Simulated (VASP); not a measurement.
# Pd (Fm-3m) in VASP: further runs

The runs below take Pd through relaxation of cell and atoms, with PBE.

Everything below comes from runs of VASP 6.6.1. Logs are shortened: lines on timing, memory, paths and dates and some standing lists are left out, and cuts for length are marked.

**1. The crystal as given**

Symmetry: Fm-3m, No. 225, cubic system. The conventional cell has a = 3.893 Å, b = 3.893 Å, c = 3.893 Å, α = 90.00°, β = 90.00°, γ = 90.00°. Pd (site symmetry m-3m) is surrounded by 12 Pd at 2.75 Å.

**2. Relaxation of cell and atoms, PBE**

INCAR reads:

```
SYSTEM = Pd
PREC = Accurate
ENCUT = 520
EDIFF = 1E-6
ISMEAR = 0
SIGMA = 0.1
LREAL = .False.
LASPH = .True.
NELM = 120
ALGO = Normal
ISIF = 3
LWAVE = .False.
LCHARG = .False.
GGA = PE
IBRION = 2
NSW = 90
EDIFFG = -0.01
```

KPOINTS reads:

```
regular mesh
0
Gamma
  19 19 19
  0 0 0
```

POSCAR reads:

```
Pd
1.0
    0.0000000000      1.9465000000      1.9465000000
    1.9465000000      0.0000000000      1.9465000000
    1.9465000000      1.9465000000      0.0000000000
Pd
1
Direct
    0.0000000000      0.0000000000      0.0000000000
```

Potentials or basis: VASP PAW PBE potentials, release 64 (Pd).

Launch:

```
$ cat potpaw_PBE.64/Pd/POTCAR > POTCAR
$ mpirun -np 1 vasp_std > vasp.out
```

OUTCAR:

```text
SYSTEM = Pd
   PREC = Accurate
   ENCUT = 520
   EDIFF = 1E-6
   ISMEAR = 0
   LREAL = .False.
   LASPH = .True.
   NELM = 120
   ISIF = 3
   GGA = PE
   IBRION = 2
   NSW = 90
   EDIFFG = -0.01

 ion  position               nearest neighbor table
   1  0.000  0.000  0.000-

  LATTYP: Found a face centered cubic cell.
 ALAT       =     3.8930000000

  Lattice vectors:

 A1 = (   0.0000000000,   1.9465000000,   1.9465000000)
 A2 = (   1.9465000000,   0.0000000000,   1.9465000000)
 A3 = (   1.9465000000,   1.9465000000,   0.0000000000)

Analysis of symmetry for initial positions (statically):
=====================================================================
 Subroutine PRICEL returns:
 Original cell was already a primitive cell.

 Routine SETGRP: Setting up the symmetry group for a
 face centered cubic supercell.

 Subroutine GETGRP returns: Found 48 space group operations
 (whereof 48 operations were pure point group operations)
 out of a pool of 48 trial point group operations.

The static configuration has the point symmetry O_h .

Analysis of symmetry for dynamics (positions and initial velocities):
=====================================================================
 Subroutine PRICEL returns:
 Original cell was already a primitive cell.

 Routine SETGRP: Setting up the symmetry group for a
 face centered cubic supercell.

 Subroutine GETGRP returns: Found 48 space group operations
 (whereof 48 operations were pure point group operations)
 out of a pool of 48 trial point group operations.

The dynamic configuration has the point symmetry O_h .

 Subroutine INISYM returns: Found 48 space group operations
 (whereof 48 operations are pure point group operations),
 and found     1 'primitive' translations

----------------------------------------------------------------------------------------

                                     Primitive cell

  volume of cell :      14.7500

  direct lattice vectors                    reciprocal lattice vectors
     0.000000000  1.946500000  1.946500000    -0.256871307  0.256871307  0.256871307
     1.946500000  0.000000000  1.946500000     0.256871307 -0.256871307  0.256871307
     1.946500000  1.946500000  0.000000000     0.256871307  0.256871307 -0.256871307

  length of vectors
     2.752766699  2.752766699  2.752766699     0.444914156  0.444914156  0.444914156

  position of ions in fractional coordinates (direct lattice)
     0.000000000  0.000000000  0.000000000
[... 95 lines left out ...]
     AMIX     =   0.40;   BMIX     =  1.00
     AMIX_MAG =   1.60;   BMIX_MAG =  1.00
  volume/ion in A,a.u.               =      14.75        99.54
  Fermi-wavevector in a.u.,A,eV,Ry     =   1.438171  2.717748 28.141404  2.068335
  Thomas-Fermi vector in A             =   2.557167
   LORBIT       =      0    0 simple, 1 ext, 2 COOP (PROOUT), +10 PAW based schemes
   GGA     = PE    functional components
   LHFCALC =     F    Hartree Fock is set to
   AEXX    =    0.0000 exact exchange contribution
   IVDW    =     0    specifies the selected vdW correction
   LEPSILON=     F    determine dielectric tensor
   LRPA    =     F    only Hartree local field effects (RPA)
 conjugate gradient relaxation of ions
 non-spin polarized calculation
 Gauss-broadening in eV      SIGMA  =   0.10
  energy-cutoff  :      520.00
  volume of cell :       14.75
 maximum number of plane-waves:       411
   NGX = 11   NGY = 11   NGZ = 11

--------------------------------------- Ionic step        1  -------------------------------------------

 number of electron      10.0000000 magnetization

 number of electron       9.9999999 magnetization

 Free energy of the ion-electron system (eV)
  ---------------------------------------------------
  ext. energy  EPLUGINS =         0.00000000
  ---------------------------------------------------
  free energy    TOTEN  =        -5.20979125 eV

  energy without entropy =       -5.19738628  energy(sigma->0) =       -5.20358877

------------------------ aborting loop because EDIFF is reached ----------------------------------------

  FORCE on cell =-STRESS in cart. coord.  units (eV):
  Direction    XX          YY          ZZ          XY          YZ          ZX
  --------------------------------------------------------------------------------------
  -------------------------------------------------------------------------------------
  Total        0.6252876      0.6252876      0.6252876      0.0000000      0.0000000      0.0000000
  in kB       67.9199196     67.9199196     67.9199196      0.0000000      0.0000000      0.0000000
  external PRESSURE =      67.9199196 kB  Pullay stress =       0.0000000 kB
[... 57 lines left out ...]
--------------------------------------- Ionic step        3  -------------------------------------------

 number of electron       9.9999995 magnetization

 Free energy of the ion-electron system (eV)
  ---------------------------------------------------
  ext. energy  EPLUGINS =         0.00000000
  ---------------------------------------------------
  free energy    TOTEN  =        -5.22136411 eV

  energy without entropy =       -5.20848003  energy(sigma->0) =       -5.21492207

 E-fermi :   9.1726     XC(G=0): -12.9482

 val. band max:        9.1697140089   @ k =  -0.4211   0.4211   0.1579
 cond. band min:       9.1726431616   @ k =  -0.4211   0.3684   0.1053
 fundamental gap:      0.0029291527
 Fermi energy:         9.1725891382

 k-point     1 :       0.0000    0.0000    0.0000
  band No.  band energies     occupation
      1       2.3071      2.00000
      2       6.4934      2.00000
      3       6.4934      2.00000
      4       6.4934      2.00000
      5       8.0068      2.00000
      6       8.0068      2.00000
      7      26.3246      0.00000
      8      30.8858      0.00000
      9      30.8858      0.00000
[... 265 lines left out ...]
 k-point    24 :      -0.2632    0.0526    0.0000
  band No.  band energies     occupation
      1       4.2078      2.00000
      2       6.5669      2.00000
      3       6.7796      2.00000
      4       6.7837      2.00000
      5       8.0949      2.00000
      6       8.6097      2.00000
      7      22.2959      0.00000
      8      27.0062      0.00000
      9      30.6798      0.00000

 [... further k-points ...]

------------------------ aborting loop because EDIFF is reached ----------------------------------------

  FORCE on cell =-STRESS in cart. coord.  units (eV):
  Direction    XX          YY          ZZ          XY          YZ          ZX
  --------------------------------------------------------------------------------------
  -------------------------------------------------------------------------------------
  Total       -0.0074572     -0.0074572     -0.0074572     -0.0000000      0.0000000     -0.0000000
  in kB       -0.7799237     -0.7799237     -0.7799237     -0.0000000      0.0000000     -0.0000000
  external PRESSURE =      -0.7799237 kB  Pullay stress =       0.0000000 kB
[... 16 lines left out ...]
  FREE ENERGIE OF THE ION-ELECTRON SYSTEM (eV)
  ---------------------------------------------------
  free  energy   TOTEN  =        -5.2213641139 eV

  energy  without entropy=       -5.2084800345  energy(sigma->0) =       -5.21492207

 reached required accuracy - stopping structural energy minimisation
```

It took 28 s on 1 thread of AMD EPYC 9R45 (Zen 5), shared host; peak memory 0.12 GiB.

Results:

```yaml
Free_energy: -5.2214 eV
Relaxed_volume: 15.32 Å³/atom
Relaxed_cell: a = 2.788 Å, b = 2.788 Å, c = 2.788 Å, α = 60.00°, β = 60.00°, γ = 60.00°
Space_group_after_relaxing_to_0.05_Å: Fm-3m (No. 225)
Energy_gained_by_relaxing: 11.6 meV/atom
Ionic_steps: 3
Pressure_after_relaxing: -0.1 GPa
Band_gap_on_the_k_mesh: none (metal or under the smearing width)
```

The path:
```tsv
step	energy change (eV)	largest force (eV/Å)	pressure (GPa)	volume (Å³)
1	0.0000	0.0000	6.79	14.75
2	0.0086	0.0000	-7.51	16.13
3	-0.0116	0.0000	-0.08	15.32
```

Final structure:
```
Pd
1.0
     0.00000    1.97122    1.97122
     1.97122    0.00000    1.97122
     1.97122    1.97122    0.00000
Pd
1
Direct
  0.00000 0.00000 0.00000
```

PBE usually gives volumes a little too large and moduli too small. Zero-point motion and thermal expansion aren't in these numbers.

**3. Relaxation of cell and atoms, PBE**

This run uses another cell than the first one, of 15.32 Å³/atom, 1.039 times its volume.

Edit INCAR of step 2 so:

```diff
@@ -3,3 +3,3 @@
 ENCUT = 520
-EDIFF = 1E-6
+EDIFF = 1E-7
 ISMEAR = 0
@@ -15,3 +15,4 @@
 IBRION = 2
-NSW = 90
-EDIFFG = -0.01
+NSW = 60
+EDIFFG = -0.005
+POTIM = 0.3
```

KPOINTS is that of step 2.

POSCAR reads:

```
Pd                                      
1.0
    0.0000000000      1.9712169926      1.9712169926
    1.9712169926      0.0000000000      1.9712169926
    1.9712169926      1.9712169926      0.0000000000
  Pd            
     1
Direct
     0.0000000000000000    0.0000000000000000    0.0000000000000000
```

Potentials or basis: VASP PAW PBE potentials, release 64 (Pd).

Launch:

```
$ cat potpaw_PBE.64/Pd/POTCAR > POTCAR
$ mpirun -np 1 vasp_std > vasp.out
```

OUTCAR:

```text
SYSTEM = Pd
   PREC = Accurate
   ENCUT = 520
   EDIFF = 1E-7
   ISMEAR = 0
   LREAL = .False.
   LASPH = .True.
   NELM = 120
   ISIF = 3
   GGA = PE
   IBRION = 2
   NSW = 60
   EDIFFG = -0.005
   POTIM = 0.3

 ion  position               nearest neighbor table
   1  0.000  0.000  0.000-

  LATTYP: Found a face centered cubic cell.
 ALAT       =     3.9424339852

  Lattice vectors:

 A1 = (   0.0000000000,   1.9712169926,   1.9712169926)
 A2 = (   1.9712169926,   0.0000000000,   1.9712169926)
 A3 = (   1.9712169926,   1.9712169926,   0.0000000000)

Analysis of symmetry for initial positions (statically):
=====================================================================
 Subroutine PRICEL returns:
 Original cell was already a primitive cell.

 Routine SETGRP: Setting up the symmetry group for a
 face centered cubic supercell.

 Subroutine GETGRP returns: Found 48 space group operations
 (whereof 48 operations were pure point group operations)
 out of a pool of 48 trial point group operations.

[... 213 lines left out ...]
 fundamental gap:      0.0029497828
 Fermi energy:         9.1887350795

 k-point     1 :       0.0000    0.0000    0.0000
  band No.  band energies     occupation
      1       2.3156      2.00000
      2       6.5052      2.00000
      3       6.5052      2.00000
      4       6.5052      2.00000
      5       8.0211      2.00000
      6       8.0211      2.00000
      7      26.3417      0.00000
      8      30.9085      0.00000
      9      30.9085      0.00000
[... 265 lines left out ...]
 k-point    24 :      -0.2632    0.0526    0.0000
  band No.  band energies     occupation
      1       4.2173      2.00000
      2       6.5787      2.00000
      3       6.7918      2.00000
      4       6.7958      2.00000
      5       8.1093      2.00000
      6       8.6249      2.00000
      7      22.3205      0.00000
      8      27.0259      0.00000
      9      30.7084      0.00000

 [... further k-points ...]

------------------------ aborting loop because EDIFF is reached ----------------------------------------

  FORCE on cell =-STRESS in cart. coord.  units (eV):
  Direction    XX          YY          ZZ          XY          YZ          ZX
  --------------------------------------------------------------------------------------
  -------------------------------------------------------------------------------------
  Total        0.0042429      0.0042429      0.0042429     -0.0000000      0.0000000     -0.0000000
  in kB        0.4441924      0.4441924      0.4441924     -0.0000000      0.0000000     -0.0000000
  external PRESSURE =       0.4441924 kB  Pullay stress =       0.0000000 kB

 VOLUME and BASIS-vectors are now :
 -----------------------------------------------------------------------------
  energy-cutoff  :      520.00
  volume of cell :       15.30
      direct lattice vectors                 reciprocal lattice vectors
     0.000000000  1.970559938  1.970559938    -0.253734987  0.253734987  0.253734987
     1.970559938  0.000000000  1.970559938     0.253734987 -0.253734987  0.253734987
     1.970559938  1.970559938  0.000000000     0.253734987  0.253734987 -0.253734987

 POSITION                                       TOTAL-FORCE (eV/Angst)
 -----------------------------------------------------------------------------------
      1.97056      1.97056      3.94112        -0.000000     -0.000000      0.000000
 -----------------------------------------------------------------------------------
    total drift:                               -0.000000     -0.000000     -0.000000

  FREE ENERGIE OF THE ION-ELECTRON SYSTEM (eV)
  ---------------------------------------------------
  free  energy   TOTEN  =        -5.2216774990 eV

  energy  without entropy=       -5.2088068784  energy(sigma->0) =       -5.21524219

 reached required accuracy - stopping structural energy minimisation
```

CONTCAR:

```text
Pd
   1.00000000000000
     0.0000000000000000    1.9705599384787278    1.9705599384787278
     1.9705599384787278    0.0000000000000000    1.9705599384787278
     1.9705599384787278    1.9705599384787278    0.0000000000000000
  Pd
     1
Direct
     1.0000000000000000    1.0000000000000000    0.0000000000000000

  0.00000000E+00  0.00000000E+00  0.00000000E+00
```

Run time: 26 s. Hardware: 1 thread of AMD EPYC 9R45 (Zen 5), shared host; peak memory 0.13 GiB.

Results:

* Free energy: -5.2217 eV
* Relaxed volume: 15.30 Å³/atom
* Relaxed cell: a = 2.787 Å, b = 2.787 Å, c = 2.787 Å, α = 60.00°, β = 60.00°, γ = 60.00°
* Space group after relaxing (to 0.05 Å): Fm-3m (No. 225)
* Energy gained by relaxing: 0.0 meV/atom
* Ionic steps: 2
* Pressure after relaxing: 0.0 GPa
* Band gap on the k mesh: none (metal or under the smearing width)

Final structure:
```cif
data_structure
_symmetry_space_group_name_H-M 'P 1'
_symmetry_Int_Tables_number 1
_cell_length_a 2.7868
_cell_length_b 2.7868
_cell_length_c 2.7868
_cell_angle_alpha 60.000
_cell_angle_beta 60.000
_cell_angle_gamma 60.000
_cell_volume 15.30
loop_
_atom_site_label
_atom_site_type_symbol
_atom_site_fract_x
_atom_site_fract_y
_atom_site_fract_z
_atom_site_occupancy
Pd1 Pd 0.00000 0.00000 0.00000 1
```
